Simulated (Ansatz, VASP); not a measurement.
**Si2Mo: VASP beside Ansatz**

```
Mo Si
1.0
     4.58547    0.00000    0.00000
    -2.29274    3.97113    0.00000
     0.00000    0.00000    6.57976
Mo Si
3 6
Direct
  0.50000 0.50000 0.83333
  0.00000 0.50000 0.16667
  0.50000 0.00000 0.50000
  0.16387 0.32775 0.50000
  0.67225 0.83613 0.16667
  0.83613 0.16387 0.83333
  0.83613 0.67225 0.50000
  0.32775 0.16387 0.16667
  0.16387 0.83613 0.83333
```

Measurements of this composition are mostly on another form, of space group No. 139.

Alike in both runs: functional PBE; k mesh 7 × 7 × 4; occupations fermi-dirac, width 0.05 eV; no spin polarisation.

```csv
,VASP,Ansatz
version,VASP 6.6.1,Ansatz 0.2.0
potentials or method,"VASP PAW PBE potentials, release 64 (Mo_sv, Si)",Ansatz PAW
plane-wave cutoff (eV),520,420
valence electrons in the cell,66,66
task,single point,band structure
```

Ansatz gave:

```
gap on the k mesh at the Fermi level (eV)       : 0.27
least direct gap on the mesh (eV)               : 0.63
pressure (GPa)                                  : 3.5
largest component of the traceless stress (GPa) : 0.12
rms of the force components (eV/Å)              : 0.005
```

Estimate VASP's values.

gap on the k mesh at the Fermi level (eV): 0.27; least direct gap on the mesh (eV): 0.63; pressure (GPa): 3.7; largest component of the traceless stress (GPa): 0.13; rms of the force components (eV/Å): 0.003.

Atom by atom the forces differ by 0.002 eV/Å (rms over components).

Caveats: an odd mesh through Γ misses points on the zone boundary, where band edges often lie (VASP); the k mesh misses the band edges, so the gap on the mesh is wider than the one along the path (Ansatz). A hybrid or GW would open this gap; PBE tends to underestimate it.
